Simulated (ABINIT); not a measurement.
# SnSe2 (P-3m1) in ABINIT: equation of state

How stiff is SnSe2 in PBE, and what volume does it want? The cell is scaled to several volumes.

All numbers are computed with ABINIT 10.8.3 (patched build); they aren't measurements. Logs are shortened: lines on timing, memory, paths and dates and some standing lists are left out, and cuts for length are marked. The log counts tension as positive stress, the text compression.

**1. The crystal as given**

The structure is trigonal, space group P-3m1 (No. 164). Conventional cell: a = 3.811 Å, b = 3.811 Å, c = 6.136 Å, α = 90.00°, β = 90.00°, γ = 120.00°. Sn (site symmetry -3m) has 6 Se at 2.68 Å as nearest neighbours. Se (site symmetry 3m) is surrounded by 3 Sn at 2.68 Å.

**2. Equation of state, PBE**

The input, run.abi:

```
# Datasets: one volume each
ndtset 7
getwfk -1
scalecart1 3*0.9795861087
scalecart2 3*0.9864848297
scalecart3 3*0.9932883884
scalecart4 3*1.0000000000
scalecart5 3*1.0066227096
scalecart6 3*1.0131594038
scalecart7 3*1.0196128224

# Pseudopotentials
pp_dirpath "./"
pseudos "Sn.GGA_PBE-JTH.xml, Se.GGA_PBE-JTH.xml"

# Structure
acell 3*1.0 Angstrom
rprim
     3.8110000000     0.0000000000     0.0000000000
    -1.9055000000     3.3004228138     0.0000000000
     0.0000000000     0.0000000000     6.1360000000
ntypat 2
znucl 50 34
natom 3
typat 1 2 2
xred
     0.0000000000     0.0000000000     0.0000000000
     0.6666666667     0.3333333333     0.7510000000
     0.3333333333     0.6666666667     0.2490000000

# Plane-wave basis
ecut 598.650497 eV
pawecutdg 44.0
pawxcdev 0

# k points
kptopt 1
ngkpt 8 8 5
nshiftk 1
shiftk 0.0 0.0 0.0

# Exchange and correlation
ixc 11

# Bands and occupations
nband 17
occopt 3
tsmear 0.00183747

# SCF cycle
nstep 100
tolvrs 1.0e-9

# Output
iomode 3
prtwf 1
prtden 0
prteig 0
prtebands 0
enunit 2
```

Potentials or basis: JTH PAW PBE v2.0.

On the command line:

```
$ abinit run.abi > log 2>&1
```

run.abo:

```text
.Version 10.8.3 of ABINIT
 DATASET    1 : space group P-3 m 1 (#164); Bravais hP (primitive hexag.)
================================================================================
 Values of the parameters that define the memory need for DATASET  1.
     intxc =       0    ionmov =       0      iscf =      17    lmnmax =      18
     lnmax =       6     mgfft =      48  mpssoang =       3    mqgrid =    3392
     natom =       3  nloc_mem =       2    nspden =       1   nspinor =       1
    nsppol =       1      nsym =      12    n1xccc =       1    ntypat =       2
    occopt =       3   xclevel =       2
       mpw =        2442          nfft =       43200          nkpt =          40
 PAW method is used; the additional fine FFT grid is defined by:
   mgfftf=        72    nfftf =    145800
================================================================================
================================================================================
[... 71 lines left out ...]
 DATASET    7 : space group P-3 m 1 (#164); Bravais hP (primitive hexag.)
================================================================================
 Values of the parameters that define the memory need for DATASET  7.
     intxc =       0    ionmov =       0      iscf =      17    lmnmax =      18
     lnmax =       6     mgfft =      50  mpssoang =       3    mqgrid =    3531
     natom =       3  nloc_mem =       2    nspden =       1   nspinor =       1
    nsppol =       1      nsym =      12    n1xccc =       1    ntypat =       2
    occopt =       3   xclevel =       2
       mpw =        2734          nfft =       51200          nkpt =          40
 PAW method is used; the additional fine FFT grid is defined by:
   mgfftf=        72    nfftf =    145800
================================================================================
================================================================================

--------------------------------------------------------------------------------
------------- Echo of variables that govern the present computation ------------
--------------------------------------------------------------------------------
 -outvars: echo values of preprocessed input variables --------
            acell      1.8897261259E+00  1.8897261259E+00  1.8897261259E+00 Bohr
              amu      1.18710000E+02  7.89600000E+01
             ecut      2.20000000E+01 Hartree
           enunit           2
           getwfk          -1
              ixc          11
           jdtset        1    2    3    4    5    6    7
         kptrlatt        8    0    0      0    8    0      0    0    5
          kptrlen1     5.64378448E+01
          kptrlen2     5.68353075E+01
          kptrlen3     5.72272875E+01
          kptrlen4     5.76139701E+01
          kptrlen5     5.79955307E+01
          kptrlen6     5.83721356E+01
          kptrlen7     5.87439427E+01
            natom           3
            nband          17
           ndtset           7
            ngfft1         30      30      48
[... 87 lines left out ...]
                       3.3333333333E-01  6.6666666667E-01  2.4900000000E-01
            znucl       50.00000   34.00000

================================================================================

 chkinp: Checking input parameters for consistency, jdtset=   1.

 chkinp: Checking input parameters for consistency, jdtset=   2.
[... 52 lines left out ...]
- pspini: atom type   2  psp file is ./Se.GGA_PBE-JTH.xml
 Pseudopotential format is: paw10
 basis_size (lnmax)=  4 (lmn_size=  8), orbitals=   0   0   1   1
 Spheres core radius: rc_sph= 2.21132333
 Shapefunction is BESSEL type: shapef(r,l)=aa(1,l)*jl(q(1,l)*r)+aa(2,l)*jl(q(2,l)*r)
 Radius for shape functions =  2.00656599
 Compensation charge density is not taken into account in XC energy/potential

   2.29087519E+03                                ecore*ucvol(ha*bohr**3)
--------------------------------------------------------------------------------

================================================================================

--- !BeginCycle
iteration_state: {dtset: 1, }
solver: {iscf: 17, nstep: 100, nline: 4, wfoptalg: 10, }
tolerances: {tolvrs: 1.00E-09, }
...
[... 1486 lines left out ...]
-Cartesian components of stress tensor (GPa)         [Pressure=  1.2879E+00 GPa]
- sigma(1 1)= -7.32203768E-01  sigma(3 2)=  0.00000000E+00
- sigma(2 2)= -7.32203765E-01  sigma(3 1)=  0.00000000E+00
- sigma(3 3)= -2.39917261E+00  sigma(2 1)=  0.00000000E+00

== END DATASET(S) ==============================================================
================================================================================

 -outvars: echo values of variables after computation  --------
            acell      1.8897261259E+00  1.8897261259E+00  1.8897261259E+00 Bohr
           etotal1    -8.8895180374E+01
           etotal2    -8.8898818538E+01
           etotal3    -8.8901725896E+01
           etotal4    -8.8903990960E+01
           etotal5    -8.8905666674E+01
           etotal6    -8.8906817522E+01
           etotal7    -8.8907495245E+01
            fcart1    -2.0356233763E-28  1.1752677043E-28 -0.0000000000E+00
                       1.0178116881E-28 -5.8763385213E-29 -2.8678712132E-02
                       1.0178116881E-28 -5.8763385213E-29  2.8678712132E-02
            fcart2     5.0534694552E-29  5.8352439006E-29  2.3129646346E-18
                       8.8435715465E-29  8.0234603633E-29 -2.3894354062E-02
                      -1.3897041002E-28 -1.3858704264E-28  2.3894354062E-02
            fcart3    -6.2735694551E-29 -9.4173222356E-29 -1.1564823173E-18
                       5.0188555641E-29  1.0141731638E-28 -1.9482208263E-02
                       1.2547138910E-29 -7.2440940274E-30  1.9482208263E-02
            fcart4     3.7388782161E-29 -3.5977372410E-29 -0.0000000000E+00
[... 52 lines left out ...]
           xangst3     0.0000000000E+00  0.0000000000E+00  0.0000000000E+00
                       1.8927110241E+00  1.0927572193E+00  4.5772079810E+00
                      -4.6171419410E-16  2.1855144385E+00  1.5176095703E+00
           xangst4     0.0000000000E+00  0.0000000000E+00  0.0000000000E+00
                       1.9055000000E+00  1.1001409379E+00  4.6081360000E+00
                       3.9252476502E-17  2.2002818759E+00  1.5278640000E+00
           xangst5     0.0000000000E+00  0.0000000000E+00  0.0000000000E+00
                       1.9181195731E+00  1.1074268519E+00  4.6386543465E+00
                       7.3492792975E-18  2.2148537038E+00  1.5379825996E+00
           xangst6     0.0000000000E+00  0.0000000000E+00  0.0000000000E+00
                       1.9305752439E+00  1.1146181368E+00  4.6687763224E+00
                       3.5722818110E-16  2.2292362735E+00  1.5479697793E+00
           xangst7     0.0000000000E+00  0.0000000000E+00  0.0000000000E+00
                       1.9428722331E+00  1.1217178068E+00  4.6985145530E+00
                       4.6167728777E-17  2.2434356135E+00  1.5578297253E+00
             xred      0.0000000000E+00  0.0000000000E+00  0.0000000000E+00
                       6.6666666667E-01  3.3333333333E-01  7.5100000000E-01
                       3.3333333333E-01  6.6666666667E-01  2.4900000000E-01
 Calculation completed.
```

Run time: 8.6 min. Hardware: 1 thread of AMD EPYC 7R43 (Zen 3), shared host; peak memory 0.2 GiB.

What came out:

* Equilibrium volume: 27.86 Å³/atom (rough: see the caveat)
* Bulk modulus at fixed shape and positions: 58 GPa (rough)

Energy against volume, from the lowest point:
```tsv
volume (Å³/atom)	energy (meV/atom)
24.182	111.70
24.697	78.70
25.212	52.33
25.726	31.79
26.241	16.59
26.755	6.15
27.270	0.00
```

Caveat: pressures at fixed basis lie under the slope of the energies; the minimum lies outside the volumes run; the cell was scaled at fixed shape and fractional positions, which overstates the stiffness of a crystal with free parameters, most of all of layers and chains; this functional lacks dispersion, which binds the layers, so the pressure and a relaxed spacing across them are unreliable.
